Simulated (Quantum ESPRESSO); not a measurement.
Runs of Quantum ESPRESSO 7.5 on CoO. The structure is hexagonal, space group P-6m2 (No. 187). Conventional cell: a = 2.856 Å, b = 2.856 Å, c = 2.788 Å, α = 90.00°, β = 90.00°, γ = 120.00°. Co (site symmetry -6m2) has 6 O at 2.16 Å as nearest neighbours. O (site symmetry -6m2) is surrounded by 6 Co at 2.16 Å. Measurements of this composition are mostly on another form, of space group No. 225.

```tsv
U	gap on the mesh (eV)	pressure (GPa)	moment (μB)
Co d U = 2 eV	none	-20.5	3.00
Co d U = 3 eV	none	(b)	3.00
Co d U = 5 eV	none	-16.0	3.00
Co d U = 1 eV	none	(a)	3.00
Co d U = 4 eV	none	-17.3	3.00
```

Alike in all rows: task single point; level LDA+U; potentials or basis SSSP 1.3 efficiency PBE; spin collinear, ferromagnetic start; cell as given; k mesh 11 × 11 × 10; cutoff (eV) 748; smearing fermi-dirac 0.05 eV.

Fill in the values left out.

(a) -24.0; (b) -18.7.

Caveats: the potentials were made for another functional, which shifts forces and pressure; a cell with one magnetic atom can't hold antiferromagnetic order, which such compounds often take.

A gap of «none» marks a metal or a gap under the smearing width.
